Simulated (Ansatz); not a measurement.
**Vibrational response of BAs**

The calculation used DFT PBE, scalar-relativistic, plane waves, PAW in Ansatz. Cutoff 420 eV, 10×10×10 k-points (Γ-centred), fixed occupations. No spin polarisation. Phonons by linear response, acoustic sum rule imposed.

The cell, relaxed at this level:
```
B As
1.0
     0.00000    2.40464    2.40464
     2.40464    0.00000    2.40464
     2.40464    2.40464    0.00000
B As
1 1
Direct
  0.00000 0.00000 0.00000
  0.25000 0.25000 0.25000
```

It was relaxed at this level from a cell as deposited in COD. The run warned that its linear response isn't converged on this k mesh, so dielectric tensors, Born charges and infrared intensities are rough, and the frequencies may be too.

Question: Give the high-frequency dielectric tensor ε∞.

Answer:
```
9.86 0.00 0.00
0.00 9.86 0.00
0.00 0.00 9.86
```

Question: Give the Born effective charges.

Answer:
| atom | Z*xx | Z*yy | Z*zz | mean |
| --- | --- | --- | --- | --- |
| B (atom 1) | -0.44 | -0.44 | -0.44 | -0.44 |
| As (atom 2) | 0.44 | 0.44 | 0.44 | 0.44 |

Question: How large is the static dielectric tensor with the ions free to move, and what share of it is ionic?

Answer:
```
9.9 0.0 0.0
0.0 9.9 0.0
0.0 0.0 9.9
```
The ions give 1 % of its trace.
